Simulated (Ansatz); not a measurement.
# Nb3P: the cost of one run

Program: Ansatz 0.2.0. Level of theory: DFT r2SCAN, scalar-relativistic, plane waves, PAW. These are calculated values, not measurements.

1 further run of the same task is left out (it didn't finish).

## 1. The structure to begin with

The structure is hexagonal, space group P6/mmm (No. 191). The conventional cell has a = 4.212 Å, b = 4.212 Å, c = 4.445 Å, α = 90.00°, β = 90.00°, γ = 120.00°. Around Nb (site symmetry 6/mmm) lie 2 P at 2.22 Å. Around Nb (site symmetry -6m2) lie 3 Nb at 2.43 Å and 3 P at 2.43 Å. Around P (site symmetry 6/mmm) lie 8 Nb at 2.22 to 2.43 Å.

Coordinates:

```cif
data_structure
_symmetry_space_group_name_H-M 'P 1'
_symmetry_Int_Tables_number 1
_cell_length_a 4.2116
_cell_length_b 4.2116
_cell_length_c 4.4449
_cell_angle_alpha 90.000
_cell_angle_beta 90.000
_cell_angle_gamma 120.000
_cell_volume 68.28
loop_
_atom_site_label
_atom_site_type_symbol
_atom_site_fract_x
_atom_site_fract_y
_atom_site_fract_z
_atom_site_occupancy
Nb1 Nb 0.00000 0.00000 0.50000 1
Nb2 Nb 0.33333 0.66667 0.00000 1
Nb3 Nb 0.66667 0.33333 0.00000 1
P1 P 0.00000 0.00000 0.00000 1
```

This is candidate A: Li3N type (P6/mmm, No. 191).

(A quick probe on a coarse mesh, which set the mesh and smearing, is not shown.)

## 3. A loose first relaxation (candidate A)

input.yaml reads:

```yaml
crystal:
  lattice:
    - [4.2116381287, 0.0, 0.0]
    - [-2.1058190644, 3.6473856111, 0.0]
    - [0.0, 0.0, 4.4449469987]
  atoms:
    - { symbol: Nb, position: [0.0, 0.0, 0.5] }
    - { symbol: Nb, position: [0.3333333333, 0.6666666667, 0.0] }
    - { symbol: Nb, position: [0.6666666667, 0.3333333333, 0.0] }
    - { symbol: P, position: [0.0, 0.0, 0.0] }
basis:
  ecutwfc: 500
kpoints:
  mp_grid: { grid: [6, 6, 4] }
hamiltonian:
  xc: r2scan
scf:
  occupations: { method: gaussian, width: 0.1 }
  lower_state_search: "off"
output:
  forces: true
  stress: true
  eigenvalues: true
relax:
  adjacent_minimum: "off"
  f_tol: 0.04
  max_steps: 70
  cell: { stress_tol: 0.4 }
```

The run is started by

```sh
> ansatz run input.yaml --threads 1 --pin off --max-ram 3072MiB --backend cpu --events-out ev --progress --plain --runs-dir out
```

**Question.** How long does this run take on 1 thread of Arm Neoverse V1, shared host, and how much memory does it need?

About 44 s, with a peak of 0.57 GiB.
